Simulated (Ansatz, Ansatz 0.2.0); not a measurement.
# Recommended k mesh and cutoff for relaxing the cell of RuSb₂, tested with LDA

## Background

The reference is the orthorhombic cell of RuSb₂ (Pnnm, marcasite type) obtained by X-ray diffraction on a self-flux single crystal: a = 5.951 ± 0.002 Å, b = 6.674 ± 0.001 Å and c = 3.179 ± 0.001 Å ("High Positive MR and Energy Band Structure of RuSb2+", 2020, PubMed Central 7412452). EDX found a slight excess of antimony, Ru:Sb = 1:2.3. In our view this is more likely residual flux than a change in the composition of the compound itself, so we use the axes as those of stoichiometric RuSb₂, with that reservation. The temperature is not given with the values; we take it to be room temperature.

| compared with | measured | source's wording or label | method |
| --- | --- | --- | --- |
| a (Å) | 5.951 ± 0.002 | 0.5951 ± 0.0002 nm | X-ray diffraction |
| b (Å) | 6.674 ± 0.001 | 0.6674 ± 0.0001 nm | X-ray diffraction |
| c (Å) | 3.179 ± 0.001 | 0.3179 ± 0.0001 nm | X-ray diffraction |

Conditions are those given with the value in the passage it was taken from; "not stated" means there, and the paper may say more elsewhere.

## Strategy

The aim is to find the lightest settings that give a trustworthy relaxed cell, and to see what heavier ones cost. The model is the ordered, non-magnetic six-atom cell, with axes and atoms relaxed within Pnnm. The relaxations start from a diffraction cell whose axes equal the reference values, so the change on relaxation can be read directly as the difference from experiment.

Two tolerances apply. Against experiment, each axis should agree within 1 %. That is about the usual error for a lattice constant with the functionals commonly chosen for solids, and it leaves room for thermal and zero-point expansion, which we expect to be a few tenths of a per cent in a stiff compound like this and which the static calculation omits. For the numerical settings we ask for ten times less: a saving is accepted if it moves no axis by more than 0.1 % from the denser or higher setting.

LDA serves as the working level because it is inexpensive and its usual error, axes somewhat too short, is well known. Mesh and cutoff are varied separately, then the potentials are checked, and finally other functionals show how large the numerical errors are beside those of the theory.

Plain PBE is not among the levels examined in this study.

System: RuSb2 (ruthenium diantimonide), orthorhombic Pnnm; Pnnm (No. 58), 6 atoms in the primitive cell; the database structure is a diffraction structure: a = 5.951 Å, b = 6.674 Å, c = 3.179 Å; structure from the Crystallography Open Database.

## 1. How dense a k mesh is needed

RuSb₂ is, as we recall, a narrow-gap semiconductor, so the total energy should settle with fewer k points than in a metal, though a small gap leaves some doubt about a coarse mesh. We relax the cell on 4×4×6, 6×6×10 and 8×6×14 meshes with everything else fixed. We expect the two denser meshes to agree within the 0.1 % tolerance; the coarse one is the saving under test.

**Run 1.** Ansatz 0.2.0: LDA, cell and atoms relaxed from the database structure, PAW set soft_2, cutoff 420 eV (default), 4x4x6 k mesh, Gaussian smearing 0.01 eV.

Key lines of the input:
```
crystal:
  # lattice and atoms
kpoints:
  mp_grid: { grid: [4, 4, 6] }
hamiltonian:
  xc: lda
scf:
  occupations: { method: gaussian, width: 0.01 }
output:
  stress: true
relax:
  adjacent_minimum: "off"
  max_steps: 60
  cell: { stress_tol: 0.03 }
```

Command:
```
ansatz run input.yaml --threads 8 --pin off --max-ram 16384MiB --backend cpu --events-out ev --progress --plain --runs-dir out
```

Selected lines of the output:
```
  cell:  # Å, volume = 123.7122 Å³
    - [5.9225169613963775, 0.0, 0.0]
    - [0.0, 0.0, 3.1551110931212443]
```

Converged; 12 s on 8 cores of Arm Neoverse V2, shared host.

**Run 2.** Ansatz 0.2.0: LDA, cell and atoms relaxed from the database structure, PAW set soft_2, cutoff 420 eV (default), 6x6x10 k mesh, Gaussian smearing 0.01 eV.

Key lines of the input, as changed from run 1:
```diff
  kpoints:
-   mp_grid: { grid: [4, 4, 6] }
+   mp_grid: { grid: [6, 6, 10] }
```

Selected lines of the output:
```
relax step   8: F+E_penalty+E_count = -36861.40733831 eV  [...]  P = +0.004 GPa  Ω = 123.715 Å³
  cell:  # Å, volume = 123.7146 Å³
    - [5.9173977906765325, 0.0, 0.0]
    - [0.0, 6.619893520912248, 0.0]
    - [0.0, 0.0, 3.1581969481492274]
```

Converged; 34 s on the same hardware.

**Run 3.** Ansatz 0.2.0: LDA, cell and atoms relaxed from the database structure, PAW set soft_2, cutoff 420 eV (default), 8x6x14 k mesh, Gaussian smearing 0.01 eV.

Key lines of the input, as changed from run 1:
```diff
  kpoints:
-   mp_grid: { grid: [4, 4, 6] }
+   mp_grid: { grid: [8, 6, 14] }
```

Selected lines of the output:
```
  cell:  # Å, volume = 123.7126 Å³
    - [5.91717219401464, 0.0, 0.0]
    - [0.0, 6.620682035060955, 0.0]
    - [0.0, 0.0, 3.1578910722538462]
```

Converged; 59 s on the same hardware.

| quantity | run 1 | run 2 | run 3 | measured |
| --- | --- | --- | --- | --- |
| a (Å) | 5.923 | 5.917 | 5.917 | 5.951 ± 0.002 |
| b (Å) | 6.621 | 6.620 | 6.621 | 6.674 ± 0.001 |
| c (Å) | 3.155 | 3.158 | 3.158 | 3.179 ± 0.001 |
| conventional cell volume (Å³) | 123.71 | 123.71 | 123.71 |  |

Against the densest mesh, 4×4×6 makes a longer by 0.09 % and c shorter by the same fraction. That is inside the 0.1 % tolerance, but only just. The two errors cancel in the volume, which agrees within 0.003 Å³ on all three meshes, so a convergence test on the volume alone would have missed them.

Between 6×6×10 and 8×6×14 no axis moves by more than about 0.01 %. The division along b is six in both, so this comparison tests the sampling along a and c only. We keep 6×6×10 for the remaining tests; the coarse mesh is good enough for a first relaxation.

LDA gives all three axes too short, by 0.6 % for a, 0.8 % for b and 0.7 % for c, each within the 1 % target.

## 2. Lowering and raising the plane-wave cutoff

The mesh stays at 6×6×10 and the cutoff goes from 420 eV down to 290 eV and up to 590 eV. The higher value tests whether the default is converged, the lower one whether anything can be saved. A cell relaxation is sensitive to the cutoff through the Pulay stress, so we expect 290 eV to shift the axes visibly and 590 eV to change them little.

**Run 4.** Ansatz 0.2.0: LDA, cell and atoms relaxed from the database structure, PAW set soft_2, cutoff 290 eV, 6x6x10 k mesh, Gaussian smearing 0.01 eV.

Key lines of the input, as changed from run 2:
```diff
+ basis:
+   ecutwfc: 290.0
```

Selected lines of the output:
```
relax step  19: F+E_penalty+E_count = -36860.17966105 eV  [...]  P = -0.001 GPa  Ω = 124.287 Å³
    - [5.928245530253001, 0.0, 0.0]
    - [0.0, 6.631637366691559, 0.0]
```

Converged; 48 s on the same hardware. Warnings: cutoff_below_recommended (in short: A typed cutoff is below a recommended value, from the records, the datasets' recipe or DFPT's needs, possibly lowering the density cutoff; compare with a higher-cutoff run).

**Run 5.** Ansatz 0.2.0: LDA, cell and atoms relaxed from the database structure, PAW set soft_2, cutoff 590 eV, 6x6x10 k mesh, Gaussian smearing 0.01 eV.

Key lines of the input, as changed from run 2:
```diff
+ basis:
+   ecutwfc: 590.0
```

Selected lines of the output:
```
    - [5.916278183090706, 0.0, 0.0]
```

Converged; 54 s on the same hardware.

| quantity | run 4 | run 5 | measured |
| --- | --- | --- | --- |
| a (Å) | 5.928 | 5.916 | 5.951 ± 0.002 |
| b (Å) | 6.632 | 6.620 | 6.674 ± 0.001 |
| c (Å) | 3.161 | 3.158 | 3.179 ± 0.001 |
| conventional cell volume (Å³) | 124.29 | 123.71 |  |

At 590 eV no axis differs from its 420 eV value by more than 0.02 %, so the default cutoff meets the numerical tolerance with room to spare.

The 290 eV run does not. Relative to 590 eV it lengthens a and b by about 0.2 %, and only c stays within 0.1 %. The program warns that this cutoff is below the recommended value and advises a comparison with a higher one; that comparison confirms the problem. The longer axes happen to lie closer to experiment, but this is a basis-set error offsetting part of the LDA error. Nor did the smaller basis shorten the job: the relaxation took 19 steps, against 8 at the default cutoff, and did not finish sooner.

## 3. Checking the potentials and spin-orbit coupling

Mesh and cutoff tests cannot reveal an error in the potentials themselves. We therefore repeat the LDA relaxation on the 6×6×10 mesh with PseudoDojo norm-conserving pseudopotentials, and once more with spin-orbit coupling, since antimony is fairly heavy. The second run also replaces the scalar-relativistic potential files by fully relativistic ones, so its shift will combine both changes. We expect either to alter the axes by a few tenths of a per cent at most, less than the LDA error.

**Run 6.** Ansatz 0.2.0: LDA, PseudoDojo norm-conserving pseudopotentials, cell and atoms relaxed from the database structure, cutoff 1197 eV (default), 6x6x10 k mesh, Gaussian smearing 0.01 eV.

Key lines of the input, as changed from run 2:
```diff
  hamiltonian:
+   pseudopotentials: { kind: nc, accuracy: standard }
```

Selected lines of the output:
```
    - [5.921107733718538, 0.0, 0.0]
    - [0.0, 6.624177741608404, 0.0]
    - [0.0, 0.0, 3.1606866946163246]
```

Converged; 2.3 min on the same hardware.

**Run 7.** Ansatz 0.2.0: LDA with spin-orbit coupling, cell and atoms relaxed from the database structure, cutoff 420 eV (default), 6x6x10 k mesh, Gaussian smearing 0.01 eV.

Key lines of the input, as changed from run 2:
```diff
  hamiltonian:
+   pseudopotentials: { kind: paw_fr }
+ magnetization:
+   noncollinear: true
+   spin_orbit: true
```

Selected lines of the output:
```
    - [0.0, 0.0, 3.1608038494990667]
```

Converged; 4.6 min on the same hardware.

| quantity | run 6 | run 7 | measured |
| --- | --- | --- | --- |
| a (Å) | 5.921 | 5.916 | 5.951 ± 0.002 |
| b (Å) | 6.624 | 6.620 | 6.674 ± 0.001 |
| c (Å) | 3.161 | 3.161 | 3.179 ± 0.001 |
| conventional cell volume (Å³) | 123.97 | 123.80 |  |

The norm-conserving pseudopotentials lengthen all three axes by 0.06 to 0.08 % compared with the PAW run at the same mesh. This is more than the step from 420 to 590 eV changed, but still small beside the 0.6 to 0.8 % by which LDA falls short of experiment. The PAW set is therefore unlikely to be the main source of the shortfall.

With spin-orbit coupling and the fully relativistic potentials, c grows by 0.08 % while a and b hardly move. How much of this is due to the coupling and how much to the new potential files was not examined here. For the cell the effect is too small to justify the extra time, 4.6 min against 34 s.

## 4. Two other functionals for scale

What remains is to set these numerical shifts beside the change from one functional to another. We relax the cell with PBEsol and with r2SCAN on the same 6×6×10 mesh, each at its default cutoff, which is higher for r2SCAN. PBEsol was designed for the equilibrium structure of solids and should lengthen the LDA axes, bringing them closer to experiment. For r2SCAN we also expect longer axes than with LDA, at a higher cost per step.

**Run 8.** Ansatz 0.2.0: PBEsol, cell and atoms relaxed from the database structure, PAW set soft_2, cutoff 420 eV (default), 6x6x10 k mesh, Gaussian smearing 0.01 eV.

Key lines of the input, as changed from run 2:
```diff
  hamiltonian:
-   xc: lda
+   xc: pbesol
```

Selected lines of the output:
```
    - [5.957655176055788, 0.0, 0.0]
    - [0.0, 6.663383883014205, 0.0]
    - [0.0, 0.0, 3.1757968020873037]
```

Converged; 26 s on the same hardware.

**Run 9.** Ansatz 0.2.0: r2SCAN, cell and atoms relaxed from the database structure, PAW set soft_2, cutoff 500 eV (default), 6x6x10 k mesh, Gaussian smearing 0.01 eV.

Key lines of the input, as changed from run 2:
```diff
  hamiltonian:
-   xc: lda
+   xc: r2scan
```

Selected lines of the output:
```
    - [0.0, 0.0, 3.214132545773415]
```

Converged; 74 s on the same hardware.

| quantity | run 8 | run 9 | measured |
| --- | --- | --- | --- |
| a (Å) | 5.958 | 5.979 | 5.951 ± 0.002 |
| b (Å) | 6.663 | 6.714 | 6.674 ± 0.001 |
| c (Å) | 3.176 | 3.214 | 3.179 ± 0.001 |
| conventional cell volume (Å³) | 126.07 | 129.02 |  |

PBEsol lies within 0.2 % of experiment on every axis, with a slightly too long and b and c slightly too short. r2SCAN makes all three too long: a and b, by 0.5 and 0.6 %, stay within the target, but c is about 1.1 % too long, a narrow miss.

Changing from LDA to PBEsol lengthens the axes by 0.6 to 0.7 %, whereas raising the LDA cutoff from 420 to 590 eV moved none by more than 0.02 %. At these settings the choice of functional matters far more than the remaining mesh and cutoff errors found with LDA.

## 5. Mesh and dispersion checks beyond LDA

The r2SCAN miss on c is narrow enough for the mesh to matter, and the mesh tests so far were made with LDA only. Repeating r2SCAN on 4×4×6 shows how sensitive its axes are. Adding rVV10 tests whether missing dispersion contributes to the overlong c axis; the added attraction should shorten it. PBEsol gets a D3(BJ) correction for the same reason, though there is little room for contraction, and we expect the correction to make its axes too short.

**Run 10.** Ansatz 0.2.0: r2SCAN, cell and atoms relaxed from the database structure, PAW set soft_2, cutoff 500 eV (default), 4x4x6 k mesh, Gaussian smearing 0.01 eV.

Key lines of the input, as changed from run 1:
```diff
  hamiltonian:
-   xc: lda
+   xc: r2scan
```

Selected lines of the output:
```
    - [5.983415880375828, 0.0, 0.0]
    - [0.0, 0.0, 3.2118550142938846]
```

Converged; 30 s on the same hardware.

**Run 11.** Ansatz 0.2.0: r2SCAN+rVV10, cell and atoms relaxed from the database structure, PAW set soft_2, cutoff 500 eV (default), 6x6x10 k mesh, Gaussian smearing 0.01 eV.

Key lines of the input, as changed from run 9:
```diff
  hamiltonian:
+   dispersion: rvv10
```

Selected lines of the output:
```
    - [0.0, 0.0, 3.1973964563067754]
```

Converged; 78 s on the same hardware.

**Run 12.** Ansatz 0.2.0: PBEsol+D3(BJ), cell and atoms relaxed from the database structure, PAW set soft_2, cutoff 420 eV (default), 6x6x10 k mesh, Gaussian smearing 0.01 eV.

Key lines of the input, as changed from run 8:
```diff
  hamiltonian:
+   dispersion: d3bj
```

Selected lines of the output:
```
    - [0.0, 6.6006089851464145, 0.0]
    - [0.0, 0.0, 3.1286503780952155]
```

Converged; 33 s on the same hardware.

| quantity | run 10 | run 11 | run 12 | measured |
| --- | --- | --- | --- | --- |
| a (Å) | 5.983 | 5.963 | 5.906 | 5.951 ± 0.002 |
| b (Å) | 6.714 | 6.693 | 6.601 | 6.674 ± 0.001 |
| c (Å) | 3.212 | 3.197 | 3.129 | 3.179 ± 0.001 |
| conventional cell volume (Å³) | 129.02 | 127.61 | 121.96 |  |

With r2SCAN the coarse mesh behaves much as it did with LDA: compared with 6×6×10, a is longer by 0.08 % and c shorter by 0.07 %, while the volume hardly changes. The c axis is still 1.0 % too long and just outside the target, so both meshes give a narrow miss.

Adding rVV10 shortens every r2SCAN axis, c most of all, by 0.5 %. All three now meet the target, with c 0.6 % too long. This has the sign expected of an added attraction, but it does not prove that missing dispersion is the cause of the r2SCAN error.

For PBEsol the D3(BJ) correction does harm. It shortens the PBEsol c axis by about 1.5 % and leaves it 1.6 % below experiment, a clear miss; b falls short of experiment by about 1.1 %, a narrow one, and only a stays within 1 %. PBEsol already had b and c slightly too short, so the extra attraction could only increase those errors.

## Results at a glance

| run | settings | a (Å) | b (Å) | c (Å) | mean abs. dev. of these columns (%) | cost |
| --- | --- | --- | --- | --- | --- | --- |
| 1 | LDA, 4x4x6 mesh | 5.923 | 6.621 | 3.155 | 0.7 | 98 core-s |
| 2 | LDA, PAW set soft_2, cutoff 420 eV (default), 6x6x10 k mesh | 5.917 | 6.620 | 3.158 | 0.7 | 4.5 core-min |
| 3 | LDA, 8x6x14 mesh | 5.917 | 6.621 | 3.158 | 0.7 | 7.8 core-min |
| 4 | LDA, cutoff 290 eV | 5.928 | 6.632 | 3.161 | 0.5 | 6.5 core-min |
| 5 | LDA, cutoff 590 eV | 5.916 | 6.620 | 3.158 | 0.7 | 7.3 core-min |
| 6 | LDA, PseudoDojo, cutoff 1197 eV | 5.921 | 6.624 | 3.161 | 0.6 | 19 core-min |
| 7 | LDA with spin-orbit coupling, cutoff 420 eV (default), 6x6x10 k mesh | 5.916 | 6.620 | 3.161 | 0.7 | 37 core-min |
| 8 | PBEsol, PAW set soft_2, cutoff 420 eV (default), 6x6x10 k mesh | 5.958 | 6.663 | 3.176 | 0.1 | 3.5 core-min |
| 9 | r2SCAN, cutoff 500 eV | 5.979 | 6.714 | 3.214 | 0.7 | 9.9 core-min |
| 10 | r2SCAN, cutoff 500 eV, 4x4x6 mesh | 5.983 | 6.714 | 3.212 | 0.7 | 4 core-min |
| 11 | r2SCAN+rVV10, cutoff 500 eV | 5.963 | 6.693 | 3.197 | 0.4 | 10 core-min |
| 12 | PBEsol+D3(BJ), PAW set soft_2, cutoff 420 eV (default), 6x6x10 k mesh | 5.906 | 6.601 | 3.129 | 1.1 | 4.4 core-min |
|  | measured | 5.951 ± 0.002 | 6.674 ± 0.001 | 3.179 ± 0.001 |  |  |

## How well does the simulation do?

LDA on a 6×6×10 mesh at 420 eV meets the 1 % target on all three axes, which come out 0.6 to 0.8 % too short, in 34 s on eight cores. We recommend this mesh and cutoff for final cells. The lightest settings that kept the 0.1 % numerical tolerance were 4×4×6 at 420 eV. They took 12 s but passed only narrowly, so we would use them for first relaxations.

Raising the cutoff to 590 eV or the mesh to 8×6×14 brought no useful gain beyond confirming the settings. Sampling along b was not tested beyond six divisions. Lowering the cutoff to 290 eV failed the tolerance and saved no time; its closer match to experiment is chance. Norm-conserving pseudopotentials moved the axes by less than 0.1 %, as did spin-orbit coupling together with its new potential files.

Most of the remaining LDA error has the sign and size of its familiar overbinding. Thermal and zero-point expansion, roughly a few tenths of a per cent, would account for part of the shortfall.

For production work we would choose PBEsol, which came within 0.2 % of every measured axis at similar cost. Some of that closeness is probably a cancellation, since adding the missing expansion would probably make its axes slightly too long. Its own mesh and cutoff convergence was not tested. The same expansion would widen the narrow r2SCAN miss on c. Adding rVV10 brought r2SCAN within the target, while D3(BJ) took PBEsol out of it.

The slight antimony excess is unlikely to matter for this comparison: as far as we know, the measured axes agree with older powder diffraction values, which fits residual flux better than a changed composition.

[Logs are printed without paths, hosts, clocks, repeated set-up lines and the standing remarks that a program may print on its own settings, such as how far it seeks lower states.]

[The runs shown are a pick from a larger set of finished runs; failed, doubtful and other runs were left out of it ahead of writing. So were measured values far from every level or from commonly accepted values, and agreement can look better than it is. Lines of input and output are excerpts and may be shortened.]

[Plain PBE was run on this system too; it isn't shown.]
